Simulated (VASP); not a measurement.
# Band-edge properties of BiSb (Fm-3m)

Wanted: where the band edges of BiSb lie, how heavy the carriers are and how strain moves the gap. The cell is generated by rule, not measured, and may not be a known phase.

Main program and level: VASP 6.6.1; PBE; plane waves and PAW (Sb, Bi_d), in the first sound run; inputs show where later runs differ.

The structure was built from a prototype and need not be the compound's stable phase.

### Step 1. The starting structure

Symmetry: Fm-3m, No. 225, cubic system. The conventional cell has a = 6.300 Å, b = 6.300 Å, c = 6.300 Å, α = 90.00°, β = 90.00°, γ = 90.00°. Nearest to Sb lie 6 Bi at 3.15 Å. Nearest to Bi lie 6 Sb at 3.15 Å. Farther neighbours are not listed.

### Step 2. Relaxation of the atoms

The cell is kept as given; the atoms are relaxed first, so that no residual force shifts the band edges.

File INCAR:

```
SYSTEM = BiSb
PREC = Accurate
ENCUT = 400
EDIFF = 1E-06
NELM = 100
ISMEAR = 0
SIGMA = 0.02
LREAL = .FALSE.
ALGO = Normal
GGA = PE
NBANDS = 16
LORBIT = 11
LWAVE = .FALSE.
LCHARG = .FALSE.
KPAR = 4
IBRION = 2
NSW = 40
ISIF = 2
EDIFFG = -0.005
```

File POSCAR:

```
BiSb
1.0
    0.0000000000      3.1500000000      3.1500000000
    3.1500000000      0.0000000000      3.1500000000
    3.1500000000      3.1500000000      0.0000000000
Sb Bi
1 1
Direct
    0.0000000000      0.0000000000      0.0000000000
    0.5000000000      0.5000000000      0.5000000000
```

File KPOINTS:

```
Automatic mesh
0
Gamma
8 8 8
0 0 0
```

Potentials, in the order of the species: Sb and Bi_d (PBE family, release 64).

Launch:

```sh
> mpirun -np 4 vasp_std
```

Log:

```text
[banner, memory and clock lines left out]
running    4 mpi-ranks, on    1 nodes
 distrk:  each k-point on    1 cores,    4 groups
 distr:  one band on    1 cores,    1 groups

 POSCAR found type information on POSCAR SbBi
 POSCAR found :  2 types and       2 ions
 LDA part: xc-table for (Slater+PW92), standard interpolation
 POSCAR, INCAR and KPOINTS ok, starting setup
 FFT: planning ... GRIDC
 FFT: planning ... GRID_SOFT
 FFT: planning ... GRID
 WAVECAR not read
 entering main loop
       N       E                     dE             d eps       ncg     rms          rms(c)
DAV:   1     0.136565970236E+03    0.13657E+03   -0.86294E+03   928   0.103E+03
DAV:   2     0.646107840666E+00   -0.13592E+03   -0.13396E+03  1064   0.298E+02
DAV:   3    -0.774409113585E+01   -0.83902E+01   -0.83738E+01  1208   0.828E+01
DAV:   4    -0.794372752506E+01   -0.19964E+00   -0.19962E+00  1216   0.144E+01
DAV:   5    -0.795148222992E+01   -0.77547E-02   -0.77547E-02  1264   0.234E+00    0.211E+00
DAV:   6    -0.791677395028E+01    0.34708E-01   -0.14880E-01  1208   0.250E+00    0.117E+00
DAV:   7    -0.791947212825E+01   -0.26982E-02   -0.17248E-02  1200   0.761E-01    0.654E-01
DAV:   8    -0.792055636230E+01   -0.10842E-02   -0.28519E-03  1080   0.410E-01    0.111E-01
DAV:   9    -0.792045763464E+01    0.98728E-04   -0.36082E-04  1160   0.135E-01    0.409E-02
DAV:  10    -0.792046241725E+01   -0.47826E-05   -0.50912E-05  1184   0.379E-02    0.140E-02
DAV:  11    -0.792046377806E+01   -0.13608E-05   -0.23566E-06  1112   0.855E-03    0.414E-03
DAV:  12    -0.792046398688E+01   -0.20881E-06   -0.33005E-07   752   0.403E-03
   1 F= -.79204640E+01 E0= -.79203624E+01  d E =-.792046E+01
 curvature:   0.00 expect dE= 0.000E+00 dE for cont linesearch  0.000E+00
 trial: gam= 0.00000 g(F)=  0.414E-59 g(S)=  0.000E+00 ort = 0.000E+00 (trialstep = 0.100E+01)
 search vector abs. value=  0.100E-09
 reached required accuracy - stopping structural energy minimisation
```

It took 4 s on 4 MPI ranks of Intel Xeon 6975P-C (Granite Rapids), shared host; peak memory 0.64 GiB.

The logs omit lines about the potential files and the build; timing stands in the text.

Parts of OUTCAR (step 2):

```text
ion  position               nearest neighbor table
   1  0.000  0.000  0.000-   2 3.15   2 3.15   2 3.15   2 3.15   2 3.15   2 3.15
   2  0.500  0.500  0.500-   1 3.15   1 3.15   1 3.15   1 3.15   1 3.15   1 3.15

  LATTYP: Found a face centered cubic cell.
 ALAT       =     6.3000000000

 Subroutine GETGRP returns: Found 48 space group operations
 (whereof 48 operations were pure point group operations)

The static configuration has the point symmetry O_h .

 Found     29 irreducible k-points:

   k-points           NKPTS =     29   k-points in BZ     NKDIM =     29   number of bands    NBANDS=     16

   dimension x,y,z NGX =    30 NGY =   30 NGZ =   30
   dimension x,y,z NGXF=    60 NGYF=   60 NGZF=   60

   ENCUT  =  400.0 eV  29.40 Ry    5.42 a.u.   7.26  7.26  7.26*2*pi/ulx,y,z

   NELECT =      20.0000    total number of electrons

 k-points in reciprocal lattice and weights: Automatic mesh
   0.00000000  0.00000000  0.00000000       0.002
   0.12500000  0.00000000  0.00000000       0.016
   0.25000000  0.00000000  0.00000000       0.016
   0.37500000  0.00000000  0.00000000       0.016
   0.50000000  0.00000000  0.00000000       0.008
   0.12500000  0.12500000  0.00000000       0.012
   0.25000000  0.12500000  0.00000000       0.047
   0.37500000  0.12500000  0.00000000       0.047
   0.50000000  0.12500000  0.00000000       0.047
[...]
-0.37500000  0.50000000  0.12500000       0.023
  -0.25000000  0.50000000  0.25000000       0.012

 average (electrostatic) potential at core
       1 -85.5154       2-103.9715

 E-fermi :   7.1160

 k-point     1 :       0.0000    0.0000    0.0000
  band No.  band energies     occupation
    ...
      6      -5.8700      2.00000
      7       1.3564      2.00000
      8       5.6378      2.00000
      9       5.6378      2.00000
     10       5.6378      2.00000
     11      10.4493      0.00000
     12      10.4493      0.00000
     13      10.4493      0.00000
     14      12.2781      0.00000
     15      12.2781      0.00000
    ...

 k-point     2 :       0.1250    0.0000    0.0000
  band No.  band energies     occupation
    ...
      6      -5.7146      2.00000
      7       0.8022      2.00000
      8       5.6851      2.00000
      9       5.6851      2.00000
     10       5.8990      2.00000
     11       9.8162      0.00000
     12       9.8216      0.00000
     13       9.8216      0.00000
     14      12.0382      0.00000
     15      12.5788      0.00000
    ...

 k-point     3 :       0.2500    0.0000    0.0000
  band No.  band energies     occupation
    ...
      6      -5.2598      2.00000
      7      -0.4091      2.00000
      8       5.8549      2.00000
      9       5.8549      2.00000
     10       6.3068      2.00000
     11       8.6843      0.00000
     12       8.6843      0.00000
     13       8.7459      0.00000
     14      12.4615      0.00000
     15      13.4408      0.00000
    ...

  Total        0.9975202      0.9975202      0.9975202      0.0000000      0.0000000      0.0000000
  in kB       25.5664619     25.5664619     25.5664619      0.0000000      0.0000000      0.0000000
  external PRESSURE =      25.5664619 kB  Pullay stress =       0.0000000 kB

  energy-cutoff  :      400.00
  volume of cell :       62.51
      direct lattice vectors                 reciprocal lattice vectors
     0.000000000  3.150000000  3.150000000    -0.158730159  0.158730159  0.158730159
     3.150000000  0.000000000  3.150000000     0.158730159 -0.158730159  0.158730159
     3.150000000  3.150000000  0.000000000     0.158730159  0.158730159 -0.158730159

 POSITION                                       TOTAL-FORCE (eV/Angst)
 -----------------------------------------------------------------------------------
      0.00000      0.00000      0.00000        -0.000000     -0.000000      0.000000
      3.15000      3.15000      3.15000         0.000000      0.000000     -0.000000
 -----------------------------------------------------------------------------------
    total drift:                                0.000000      0.000000      0.000000

  FREE ENERGIE OF THE ION-ELECTRON SYSTEM (eV)
  ---------------------------------------------------
  free  energy   TOTEN  =        -7.9204639869 eV

  energy  without entropy=       -7.9202607209  energy(sigma->0) =       -7.92036235

 reached required accuracy - stopping structural energy minimisation

 total charge
# of ion       s       p       d       tot
------------------------------------------
    1        1.194   1.191   0.026   2.411
    2        1.558   1.268   9.932  12.758
--------------------------------------------------
tot          2.753   2.458   9.959  15.170

[... 3 further parts left out ...]
```

The k-mesh is coarse for a metal. The run keeps the 48 symmetry operations of its start, so it cannot find a distortion of lower symmetry.

The forces vanish from the start, and no atom moves.

Numbers from this step:

| Quantity | Value |
| --- | --- |
| SCF cycles | 12 |
| electrons | 20 |
| bands | 16 |
| irreducible k-points | 29 |
| symmetry operations | 48 |
| free energy (TOTEN) | -7.920 eV |
| energy at zero smearing | -7.920 eV |
| Fermi energy | 7.116 eV |
| pressure | 2.557 GPa |
| metallic | yes |

### Step 3. Bands on a dense mesh

A dense even mesh and a path are solved together, since either alone can miss a band edge.

Edit INCAR of step 2 so:

```diff
@@ -10,3 +10,3 @@
 GGA = PE
-NBANDS = 16
+NBANDS = 22
 LORBIT = 11
@@ -15,5 +15,2 @@
 KPAR = 4
-IBRION = 2
-NSW = 40
 ISIF = 2
-EDIFFG = -0.005
```

POSCAR is that of step 2.

File KPOINTS:

```
Automatic mesh
0
Gamma
12 12 12
0 0 0
```

File KPOINTS_OPT:

```
Line mode
24
Line-mode
Reciprocal
  0.00000000   0.00000000   0.00000000 GAMMA
  0.50000000   0.00000000   0.50000000 X

  0.50000000   0.00000000   0.50000000 X
  0.50000000   0.25000000   0.75000000 W

  0.50000000   0.25000000   0.75000000 W
  0.37500000   0.37500000   0.75000000 K

  0.37500000   0.37500000   0.75000000 K
  0.00000000   0.00000000   0.00000000 GAMMA

  0.00000000   0.00000000   0.00000000 GAMMA
  0.50000000   0.50000000   0.50000000 L

  0.50000000   0.50000000   0.50000000 L
  0.62500000   0.25000000   0.62500000 U

  0.62500000   0.25000000   0.62500000 U
  0.50000000   0.25000000   0.75000000 W

  0.50000000   0.25000000   0.75000000 W
  0.50000000   0.50000000   0.50000000 L

  0.50000000   0.50000000   0.50000000 L
  0.37500000   0.37500000   0.75000000 K

  0.62500000   0.25000000   0.62500000 U
  0.50000000   0.00000000   0.50000000 X
```

Launch:

```sh
> mpirun -np 4 vasp_std
```

Log:

```text
[... set-up lines as in an earlier step ...]
 entering main loop
       N       E                     dE             d eps       ncg     rms          rms(c)
DAV:   1     0.154166046873E+03    0.15417E+03   -0.81162E+03  3196   0.751E+02
DAV:   2     0.434902384201E+01   -0.14982E+03   -0.14448E+03  3346   0.251E+02
DAV:   3    -0.761998849018E+01   -0.11969E+02   -0.11906E+02  3902   0.733E+01
DAV:   4    -0.794413150793E+01   -0.32414E+00   -0.32401E+00  3724   0.132E+01
DAV:   5    -0.795722152156E+01   -0.13090E-01   -0.13089E-01  4314   0.250E+00    0.211E+00
DAV:   6    -0.792609479146E+01    0.31127E-01   -0.11544E-01  4534   0.180E+00    0.116E+00
DAV:   7    -0.792893737680E+01   -0.28426E-02   -0.14036E-02  3882   0.514E-01    0.655E-01
DAV:   8    -0.793011127196E+01   -0.11739E-02   -0.23122E-03  3690   0.258E-01    0.112E-01
DAV:   9    -0.792999033998E+01    0.12093E-03   -0.36685E-04  3872   0.946E-02    0.383E-02
DAV:  11    -0.792999971014E+01    0.12202E-05   -0.81083E-06  3980   0.157E-02    0.185E-03
DAV:  12    -0.792999966778E+01    0.42361E-07   -0.11016E-06  3042   0.427E-03
   1 F= -.79299997E+01 E0= -.79298558E+01  d E =-.287648E-03
 Start KPOINTS_OPT (optional k-point list driver)
k-point batch [1-72\240]
       N       E                     dE             ncg
DAV:   1     0.128007565833E+04   -0.34263E+05     3216
DAV:   2    -0.951211519715E+04   -0.10792E+05     3360
DAV:   3    -0.103565351951E+05   -0.84442E+03     4040
DAV:   4    -0.103782530880E+05   -0.21718E+02     3902
DAV:   5    -0.103790876873E+05   -0.83460E+00     4190
DAV:   6    -0.103791260810E+05   -0.38394E-01     4378
DAV:   7    -0.103791265708E+05   -0.48980E-03     4438
DAV:   8    -0.103791265833E+05   -0.12490E-04     3428
DAV:   9    -0.103791265843E+05   -0.97120E-06     2704
[...]
k-point batch [217-240\240]
       N       E                     dE             ncg
DAV:   1     0.250610075628E+05   -0.14278E+05     1064
DAV:   2     0.215425672692E+05   -0.35184E+04     1102
DAV:   3     0.212685800757E+05   -0.27399E+03     1402
DAV:   4     0.212617151293E+05   -0.68649E+01     1360
DAV:   5     0.212614250573E+05   -0.29007E+00     1310
DAV:   6     0.212614115713E+05   -0.13486E-01     1504
DAV:   7     0.212614114356E+05   -0.13561E-03     1392
DAV:   8     0.212614114335E+05   -0.21228E-05     1242
DAV:   9     0.212614114334E+05   -0.96617E-07      794
```

Wall time 23 s (4 MPI ranks); peak memory 0.92 GiB.

From OUTCAR (step 3):

```text
The static configuration has the point symmetry O_h .

 Found     72 irreducible k-points:

   k-points           NKPTS =     72   k-points in BZ     NKDIM =     72   number of bands    NBANDS=     22

   NELECT =      20.0000    total number of electrons

 E-fermi :   7.1320

 k-point     1 :       0.0000    0.0000    0.0000
  band No.  band energies     occupation
    ...
      6      -5.8661      2.00000
      7       1.3537      2.00000
      8       5.6367      2.00000
      9       5.6367      2.00000
     10       5.6367      2.00000
     11      10.4498      0.00000
     12      10.4498      0.00000
     13      10.4498      0.00000
     14      12.2773      0.00000
     15      12.2773      0.00000
    ...

 k-point     2 :       0.0833    0.0000    0.0000
  band No.  band energies     occupation
    ...
      6      -5.7968      2.00000
      7       1.0929      2.00000
      8       5.6571      2.00000
      9       5.6571      2.00000
     10       5.7663      2.00000
     11      10.1339      0.00000
     12      10.1407      0.00000
     13      10.1407      0.00000
     14      12.1027      0.00000
     15      12.4120      0.00000
    ...

  Total        0.9738481      0.9738481      0.9738481      0.0000000     -0.0000000     -0.0000000
  in kB       24.9597440     24.9597440     24.9597440      0.0000000     -0.0000000     -0.0000000
  external PRESSURE =      24.9597440 kB  Pullay stress =       0.0000000 kB

 POSITION                                       TOTAL-FORCE (eV/Angst)
 -----------------------------------------------------------------------------------
      0.00000      0.00000      0.00000         0.000000     -0.000000     -0.000000
      3.15000      3.15000      3.15000         0.000000      0.000000      0.000000
 -----------------------------------------------------------------------------------
    total drift:                                0.000000      0.000000      0.000000

  FREE ENERGIE OF THE ION-ELECTRON SYSTEM (eV)
  ---------------------------------------------------
  free  energy   TOTEN  =        -7.9299996678 eV

  energy  without entropy=       -7.9297120200  energy(sigma->0) =       -7.92985584

 total charge
# of ion       s       p       d       tot
------------------------------------------
    1        1.198   1.183   0.027   2.409
    2        1.554   1.277   9.932  12.763
--------------------------------------------------
tot          2.752   2.460   9.959  15.171

[... 6 parts as in an earlier step ...]

[... 6 further parts left out ...]
```

This step gave:

* bands: 22
* irreducible k-points: 72
* free energy (TOTEN): -7.930 eV
* energy at zero smearing: -7.930 eV
* Fermi energy: 7.132 eV
* pressure: 2.496 GPa

Electronic bands along the path, in eV, zero at the Fermi level; # counts the bands kept, so #1 is VASP's band 7:

| point | #1 | #2 | #3 | #4 | #5 | #6 | #7 | #8 |
| --- | --- | --- | --- | --- | --- | --- | --- | --- |
| Γ | -5.78 | -1.50 | -1.50 | -1.50 | 3.32 | 3.32 | 3.32 | 5.15 |
| 0.48 of the way | -7.26 | -2.53 | -2.53 | -1.64 | 2.10 | 3.33 | 4.08 | 4.08 |
| X | -7.97 | -5.39 | -3.38 | -3.38 | 2.45 | 5.33 | 5.33 | 7.39 |
| 0.52 of the way | -8.48 | -5.15 | -3.83 | -2.18 | 3.15 | 3.35 | 5.59 | 6.91 |
| W | -8.88 | -4.58 | -4.58 | 0.07 | 0.41 | 5.27 | 5.27 | 6.26 |
| 0.52 of the way | -8.85 | -4.87 | -3.85 | -1.32 | 1.87 | 4.37 | 5.15 | 6.33 |
| K | -8.84 | -4.96 | -2.81 | -2.61 | 3.38 | 3.58 | 4.21 | 6.53 |
| 0.52 of the way | -7.79 | -2.91 | -0.28 | 0.02 | 0.19 | 0.49 | 4.17 | 4.99 |
| Γ | -5.78 | -1.50 | -1.50 | -1.50 | 3.32 | 3.32 | 3.32 | 5.15 |
| 0.48 of the way | -7.43 | -1.30 | -1.30 | -0.86 | 1.65 | 1.65 | 1.70 | 5.26 |
| L | -9.59 | -0.37 | -0.37 | -0.32 | -0.32 | -0.27 | 0.26 | 8.61 |
| 0.48 of the way | -9.37 | -3.27 | -1.83 | -1.61 | 1.52 | 1.78 | 3.45 | 6.35 |
| U | -8.84 | -4.96 | -2.81 | -2.61 | 3.38 | 3.58 | 4.21 | 6.53 |
| 0.48 of the way | -8.85 | -4.87 | -3.85 | -1.32 | 1.87 | 4.37 | 5.15 | 6.33 |
| W | -8.88 | -4.58 | -4.58 | 0.07 | 0.41 | 5.27 | 5.27 | 6.26 |
| 0.48 of the way | -9.26 | -3.45 | -3.34 | -0.14 | 0.14 | 3.77 | 3.82 | 6.26 |
| L | -9.59 | -0.37 | -0.37 | -0.32 | -0.32 | -0.27 | 0.26 | 8.61 |
| 0.48 of the way | -9.37 | -3.27 | -1.83 | -1.61 | 1.52 | 1.78 | 3.45 | 6.35 |
| K | -8.84 | -4.96 | -2.81 | -2.61 | 3.38 | 3.58 | 4.21 | 6.53 |
| jump to U | -8.84 | -4.96 | -2.81 | -2.61 | 3.38 | 3.58 | 4.21 | 6.53 |
| 0.48 of the way | -8.28 | -5.27 | -3.22 | -3.14 | 2.93 | 4.62 | 4.74 | 7.13 |
| X | -7.97 | -5.39 | -3.38 | -3.38 | 2.45 | 5.33 | 5.33 | 7.39 |

Of the projections kept (Sb, Bi), the largest for each band there; the rest of the weight can lie on other orbitals:

| point | #1 | #2 | #3 | #4 | #5 | #6 | #7 | #8 |
| --- | --- | --- | --- | --- | --- | --- | --- | --- |
| Γ | Sb 0.54 | Bi 0.52 | Bi 0.52 | Bi 0.52 | Bi 0.59 | Bi 0.59 | Bi 0.59 | Sb 0.51 |
| X | Sb 0.76 | Bi 0.56 | Bi 0.55 | Bi 0.55 | Bi 0.56 | Bi 0.55 | Bi 0.55 | Sb 0.51 |
| W | Sb 0.94 | Bi 0.56 | Bi 0.56 | Sb 0.82 | Bi 0.83 | Sb 0.73 | Sb 0.73 | Bi 0.61 |
| K | Sb 0.89 | Bi 0.56 | Bi 0.55 | Bi 0.51 | Bi 0.55 | Sb 0.54 | Bi 0.74 | Sb 0.56 |
| Γ | Sb 0.54 | Bi 0.52 | Bi 0.52 | Bi 0.52 | Bi 0.59 | Bi 0.59 | Bi 0.59 | Sb 0.51 |
| L | Sb 0.90 | Sb 0.90 | Sb 0.90 | Bi 0.95 | Bi 0.95 | Sb 0.59 | Bi 0.58 | Bi 0.70 |

At 2.5 GPa the cell is away from the equilibrium volume of this level: left free, it would expand.

[end of part 1 of 3]

[Lines on the potential files, build, host, timing and source positions are cut from VASP's logs without a mark.]

[Logs are printed without paths, hosts, clocks, repeated set-up lines and the standing remarks that a program may print on its own settings, such as how far it seeks lower states.]

[Hosts, paths, dates, database ids (printed as entryN), source tags and the programs' standing remarks are cut or masked in the printed files.]

[In band tables of VASP the shares of atoms and orbitals are scaled to a sum of 1 inside the atoms' spheres.]

[Gaps and slopes under strain along one axis are those of the sampled path and mesh points; where strain splits equal valleys, another of them can be the edge.]
